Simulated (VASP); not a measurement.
Mn3Sn:

```
Sn Mn
1.0
     0.00000    3.06050    3.06050
     3.06050    0.00000    3.06050
     3.06050    3.06050    0.00000
Sn Mn
1 3
Direct
  0.00000 0.00000 0.00000
  0.50000 0.50000 0.50000
  0.25000 0.25000 0.25000
  0.75000 0.75000 0.75000
```

Measurements of this composition are mostly on another form, of space group No. 194.

- Program: VASP 6.6.1
- Task: single point
- Functional: PBE
- Potentials or basis: VASP PAW PBE potentials, release 64 (Sn_d, Mn_pv)
- Cutoff: 520 eV
- k mesh: 8 × 8 × 8
- Occupations: fermi-dirac, width 0.05 eV
- Spin: collinear spin, ferromagnetic start
- Starting moments: [0.0, 4.0, 4.0, 4.0] μB

On this cell: pressure 0.8 GPa; largest force zero by symmetry; net moment 7.12 μB per cell; site moments Sn -0.12; Mn +1.52, +2.80 μB; band gap on the k mesh none (metal or under the smearing width).

The same run follows on a disturbed copy (atoms moved at random, drawn with an rms of 0.05 Å):

```
Sn Mn
1.0
     0.00000    3.06050    3.06050
     3.06050    0.00000    3.06050
     3.06050    3.06050    0.00000
Sn Mn
1 3
Direct
  0.00292 0.98990 0.99952
  0.49441 0.50460 0.49540
  0.25098 0.23994 0.27029
  0.74110 0.74473 0.75445
```

Task: What does the disturbed cell give?

Result: The energy (extrapolated to zero smearing) moves by +9.1 meV/atom; pressure 1.1 GPa; largest force 0.594 eV/Å; net moment 7.11 μB per cell; site moments Sn -0.11; Mn +1.53, +2.78, +2.80 μB; band gap on the k mesh none (metal or under the smearing width).

Forces on the atoms (eV/Å):
```
Sn   0.540  0.148 -0.199
Mn   0.020  0.290 -0.146
Mn  -0.361 -0.441  0.151
Mn  -0.199  0.003  0.193
```

Stress tensor (GPa, compression positive):
```
 1.09 -0.09 -1.49
-0.09  1.12 -0.66
-1.49 -0.66  1.19
```
